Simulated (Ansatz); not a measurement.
The system is TiO2 (Anatase).

```
Ti O
1.0
    -1.89210    1.89210    4.75730
     1.89210   -1.89210    4.75730
     1.89210    1.89210   -4.75730
Ti O
2 4
Direct
  0.75000 0.25000 0.50000
  0.00000 0.00000 0.00000
  0.79190 0.79190 0.00000
  0.54190 0.04190 0.50000
  0.95810 0.45810 0.50000
  0.20810 0.20810 0.00000
```

| Item | Value |
| --- | --- |
| Program | Ansatz 0.2.0 |
| Task | relaxation of cell and atoms |
| Functional | PBE |
| Potentials or basis | Ansatz PAW |
| Cutoff | 420 eV (not typed: the program's choice for these potentials) |
| k mesh | 10 × 10 × 10 |
| Occupations | fermi-dirac, width 0.05 eV |
| Spin | no spin polarisation |

At the start: volume 11.35 Å³/atom.

**Question.** Where does the relaxation end?

**Answer.** It ends after 7 steps and the volume is 11.66 Å³/atom (+2.7 %); space group I4_1/amd (No. 141, to 0.05 Å).

The path:
```csv
step,energy change (eV),largest force (eV/Å),volume (Å³)
1,0.0000,0.1020,68.13
2,-0.0193,0.0324,69.32
3,-0.0200,0.0059,69.85
4,-0.0202,0.0028,69.88
5,-0.0290,0.0025,69.88
6,-0.0287,0.0005,69.98
7,-0.0291,0.0005,69.98
```

Final structure:
```xyz
6
Lattice="-1.8996 1.8996 4.8485 1.8996 -1.8996 4.8485 1.8996 1.8996 -4.8485" Properties=species:S:1:pos:R:3 pbc="T T T"
Ti    0.0000    1.8996    2.4243
Ti    0.0000    0.0000    0.0000
O     0.0000    0.0000    7.6946
O     0.0000    1.8996    0.4219
O     0.0000    1.8996    4.4266
O     0.0000    0.0000    2.0024
```

Caveat: the plane-wave basis is chosen anew once the cell has moved, so the energies of steps on either side of that aren't comparable; the pressure holds a Pulay correction of +0.7 GPa for the finite cutoff.
